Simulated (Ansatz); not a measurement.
## KF: projected DOS by orbital

```
CELL_PARAMETERS angstrom
3.25895 0.00000 0.00000
0.00000 3.25895 0.00000
0.00000 0.00000 3.25895
ATOMIC_POSITIONS crystal
K 0.00000 0.00000 0.00000
F 0.50000 0.50000 0.50000
```

Atom numbers follow the list: K1, F2.

Structure from Materials Project entry mp-8454 (possibly hypothetical), not relaxed further.

Theory: Ansatz 0.2.0, DFT, LDA, all-electron LAPW, scalar-relativistic.

The runs use a Γ-centred 9×9×9 k mesh, Fermi–Dirac smearing of 0.02 eV, basis error target 0.5 meV/atom, no spin polarisation.

States per eV for one atom of each kind, in 0.4 eV bins named by their centres, from the valence-band top, projected on a minimal set of Löwdin-orthogonalised atomic shells; orbitals are real harmonics on the Cartesian axes, equal curves share a column, and empty bins are left out, as is all above 7.8 eV, near the top of the computed bands.

K1 3p:

```
# E all pz=px=py
-10.5 4.45 1.48
-10.1 4.88 1.63
-9.7 5.47 1.82
-0.9 0.05 0.02
-0.5 0.04 0.01
-0.1 0.02 0.01
```

F2 2p:

```
# E all pz=px=py
-10.5 0.05 0.02
-10.1 0.04 0.01
-9.7 0.01 0.00
-1.3 0.12 0.04
-0.9 4.43 1.48
-0.5 4.73 1.58
-0.1 5.15 1.72
7.1 0.01 0.00
7.5 0.01 0.00
```
